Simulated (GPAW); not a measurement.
Runs of GPAW 26.7.0 on Ti. It takes space group Im-3m (No. 229, cubic). Conventional cell: a = 3.282 Å, b = 3.282 Å, c = 3.282 Å, α = 90.00°, β = 90.00°, γ = 90.00°. Ti (site symmetry m-3m) has 8 Ti at 2.84 Å as nearest neighbours. This isn't the form of Ti at room conditions, which is hcp.

```csv
task,level,potentials or basis,cell,band path,band points,optimizer,fmax,max steps,gap on the mesh (eV),pressure (GPa),relaxed volume (Å³/atom)
band structure,RPBE,"the program's PAW data sets (release 1.2.1) made for this functional, pw",as given,"GHNGPH,PN",60,-,-,-,-,(b),-
band structure,r2SCAN,"GPAW PAW data sets (gpaw-data 1.2.1), pw",as given,"GHNGPH,PN",60,-,-,-,-,-3.1,-
relaxation of cell and atoms,revPBE,"the program's PAW data sets (release 1.2.1) made for this functional, pw",relaxed,-,-,BFGS,0.02 eV/Å,40,none,0.0,(a)
relaxation of cell and atoms,RPBE,"the program's PAW data sets (release 1.2.1) made for this functional, pw",relaxed to 20 GPa,-,-,FIRE,0.02 eV/Å,100,none,20.0,-
relaxation of cell and atoms,LDA,"the program's PAW data sets (release 1.2.1) made for this functional, pw",relaxed to 10 GPa,-,-,LBFGS,0.01 eV/Å,40,none,10.0,-
relaxation of cell and atoms,BLYP,"PAW data sets generated in the run's folder for this functional, pw",relaxed,-,-,BFGS,0.02 eV/Å,40,none,0.0,17.52
band structure,LDA,"the program's PAW data sets (release 1.2.1) made for this functional, pw",as given,"GHNGPH,PN",80,-,-,-,-,-11.4,-
band structure,PBEsol,"PAW data sets generated in the run's folder for this functional, pw",as given,"GHNGPH,PN",100,-,-,-,-,-7.2,-
```

Alike in all rows: no spin polarisation; k mesh 11 × 11 × 11; cutoff (eV) 600; smearing fermi-dirac 0.05 eV.

**Question.** Estimate the missing entries.

**Answer.** (a) 17.55; (b) 0.1.

Caveats: later steps reuse the first step's grids (some runs); the PAW data sets were made with another functional, which shifts forces and pressure a little (some runs); the volume moved by over 15 % at a fixed basis, so the end points are rough (some runs).

A gap of «none» marks a metal or a gap under the smearing width.

Runs at the PBE level aren't shown here.
